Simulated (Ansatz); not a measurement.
# Ag: the cost of one run

Method: DFT PBE, plane waves, PAW, scalar-relativistic, no spin polarisation, in Ansatz 0.2.0.

## 1. Starting point

The cell holds 28 atoms (Ag28): a = 8.803 Å, b = 8.803 Å, c = 16.150 Å, α = 90.00°, β = 90.00°, γ = 90.00°.

Its coordinates follow in the input file.

## 2. End point A

input.yaml

```yaml
crystal:
  lattice:
    - [8.8034794258, 0.0, 0.0]
    - [0.0, 8.8034794258, 0.0]
    - [0.0, 0.0, 16.15]
  atoms:
    - { symbol: Ag, position: [0.0, 0.0, 0.37151703] }
    - { symbol: Ag, position: [0.33333333, 0.0, 0.37151703] }
    - { symbol: Ag, position: [0.66666667, 0.0, 0.37151703] }
    - { symbol: Ag, position: [0.0, 0.33333333, 0.37151703] }
    - { symbol: Ag, position: [0.33333333, 0.33333333, 0.37151703] }
    - { symbol: Ag, position: [0.66666667, 0.33333333, 0.37151703] }
    - { symbol: Ag, position: [0.0, 0.66666667, 0.37151703] }
    - { symbol: Ag, position: [0.33333333, 0.66666667, 0.37151703] }
    - { symbol: Ag, position: [0.66666667, 0.66666667, 0.37151703] }
    - { symbol: Ag, position: [0.16666667, 0.16666667, 0.5] }
    - { symbol: Ag, position: [0.5, 0.16666667, 0.5] }
    - { symbol: Ag, position: [0.83333333, 0.16666667, 0.5] }
    - { symbol: Ag, position: [0.16666667, 0.5, 0.5] }
    - { symbol: Ag, position: [0.5, 0.5, 0.5] }
    - { symbol: Ag, position: [0.83333333, 0.5, 0.5] }
    - { symbol: Ag, position: [0.16666667, 0.83333333, 0.5] }
    - { symbol: Ag, position: [0.5, 0.83333333, 0.5] }
    - { symbol: Ag, position: [0.83333333, 0.83333333, 0.5] }
    - { symbol: Ag, position: [0.0, 0.0, 0.62848297] }
    - { symbol: Ag, position: [0.33333333, 0.0, 0.62848297] }
    - { symbol: Ag, position: [0.66666667, 0.0, 0.62848297] }
    - { symbol: Ag, position: [0.0, 0.33333333, 0.62848297] }
    - { symbol: Ag, position: [0.33333333, 0.33333333, 0.62848297] }
    - { symbol: Ag, position: [0.66666667, 0.33333333, 0.62848297] }
    - { symbol: Ag, position: [0.0, 0.66666667, 0.62848297] }
    - { symbol: Ag, position: [0.33333333, 0.66666667, 0.62848297] }
    - { symbol: Ag, position: [0.66666667, 0.66666667, 0.62848297] }
    - { symbol: Ag, position: [0.1689385, 0.16780258, 0.74411765] }
basis:
  ecutwfc: 420.0
kpoints:
  mp_grid: { grid: [3, 3, 1] }
hamiltonian:
  xc: pbe
scf:
  occupations: { method: gaussian, width: 0.1 }
  lower_state_search: "off"
relax:
  f_tol: 0.02
  max_steps: 60
  adjacent_minimum: "off"
  constraints: [{ sites: [0, 1, 2, 3, 4, 5, 6, 7, 8] }]
```

On the command line:

```bash
ansatz run input.yaml --threads 8 --pin off --max-ram 20480MiB --backend cpu --events-out ev --progress --plain --runs-dir out
```

What time and memory should one allow on 8 threads of Intel Xeon Platinum 8488C (Sapphire Rapids), shared host?

About 65 s, with a peak of 7.5 GiB.
